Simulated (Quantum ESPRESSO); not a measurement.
HfN: changing the Hubbard U on Hf d

```cif
data_structure
_symmetry_space_group_name_H-M 'P 1'
_symmetry_Int_Tables_number 1
_cell_length_a 3.4716
_cell_length_b 3.4716
_cell_length_c 3.4716
_cell_angle_alpha 60.000
_cell_angle_beta 60.000
_cell_angle_gamma 60.000
_cell_volume 29.59
loop_
_atom_site_label
_atom_site_type_symbol
_atom_site_fract_x
_atom_site_fract_y
_atom_site_fract_z
_atom_site_occupancy
Hf1 Hf 0.00000 0.00000 0.00000 1
N1 N 0.25000 0.25000 0.25000 1
```

The cell comes from a database or a generator and needn't be the stable form of this composition.

Kept alike: task single point; functional PBEsol; k mesh 9 × 9 × 9; occupations fermi-dirac, width 0.05 eV; no spin polarisation. Program: Quantum ESPRESSO, GBRV 1.5 PBEsol, cutoff 612 eV. The mesh is that of the run's cell of 2 atoms. No spin-orbit coupling.

```tsv
Hubbard U on Hf d, U (eV)	pressure (GPa)
0	-5.15
1	?
2	-2.07
3	-0.27
4	1.64
5	3.57
6	5.54
8	9.66
```

Pressure is positive in compression; the values hold the error of the finite cutoff, so their zero can differ a little from the energy's minimum. U acts here on a shell without spin polarisation. For a metal such a mesh leaves the last digits unconverged. How U acts hangs on the program's projectors.

Task: Fit the rows shown and predict the run at 1 eV.

Result: A least-squares parabola through the rows shown is pressure = 0.0402 U² + 1.5427 U - 5.209 (largest miss 0.107); at U = 1 it gives -3.63 GPa. The run gave: pressure -3.68 GPa.
